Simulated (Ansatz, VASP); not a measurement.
**MgS in VASP and in Ansatz**

```
CELL_PARAMETERS angstrom
0.00000 2.83312 2.83312
2.83312 0.00000 2.83312
2.83312 2.83312 0.00000
ATOMIC_POSITIONS crystal
Mg 0.00000 0.00000 0.00000
S 0.75000 0.75000 0.75000
```

The cell comes from a database or a generator and needn't be the stable form of this composition.

Alike in both runs: task single point; functional LDA; k mesh 8 × 8 × 8; occupations gaussian, width 0.05 eV; no spin polarisation.

|  | VASP | Ansatz |
| --- | --- | --- |
| version | VASP 6.6.1 | Ansatz 0.2.0 |
| potentials or method | VASP PAW LDA potentials, release 64 (Mg, S) | scalar-relativistic, plane waves, PAW |
| plane-wave cutoff (eV) | 520 | 420 |
| valence electrons in the cell | 8 | 16 |

|  | VASP | Ansatz | Ansatz less VASP |
| --- | --- | --- | --- |
| gap on the k mesh at the Fermi level (eV) | 3.18 | 3.17 | -0.010 |
| least direct gap on the mesh (eV) | 3.18 | 3.17 | -0.010 |
| pressure (GPa) | -2.5 | -2.2 | +0.34 |

The two sets of potentials don't hold the same shells in valence.

A k mesh can miss the band edges.
